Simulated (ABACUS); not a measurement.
Ru:

```
Ru
1.0
     2.70580    0.00000    0.00000
    -1.35290    2.34329    0.00000
     0.00000    0.00000    4.28190
Ru
2
Direct
  0.66667 0.33333 0.75000
  0.33333 0.66667 0.25000
```

```yaml
Program: ABACUS 3.10.1
Task: relaxation of cell and atoms
Functional: LDA
Potentials_or_basis: PseudoDojo NC SR 0.4.1 LDA stringent
Cutoff: 1211 eV
Density_cutoff: 4844 eV
Basis: plane waves
k_mesh: 9 × 9 × 5
Occupations: fermi-dirac, width 0.05 eV
Spin: no spin polarisation
```

At the start: pressure -11.5 GPa; volume 13.57 Å³/atom.

**Question.** Where does the relaxation end?

**Answer.** Over 10 steps the energy falls by 16.5 meV/atom and the volume is 13.12 Å³/atom (-3.3 %); space group P6_3/mmc (No. 194, to 0.05 Å).

The path:
```csv
step,energy change (eV),largest force (eV/Å),pressure (GPa),volume (Å³)
1,0.0000,0.0000,-11.46,27.15
2,0.4156,0.0000,55.77,23.38
3,-0.0330,0.0000,-0.68,26.30
4,-0.0331,0.0000,-0.15,26.26
5,-0.0331,0.0000,-0.10,26.25
6,-0.0331,0.0000,-0.10,26.26
7,-0.0331,0.0000,0.23,26.23
8,-0.0331,0.0000,0.01,26.25
9,-0.0331,0.0000,-0.02,26.25
10,-0.0331,0.0000,0.02,26.25
```

Final structure:
```
Ru
1.0
     2.67539    0.00000    0.00000
    -1.33769    2.31695    0.00000
     0.00000    0.00000    4.23442
Ru
2
Cartesian
  1.3377 0.7723 3.1758
  0.0000 1.5446 1.0586
```
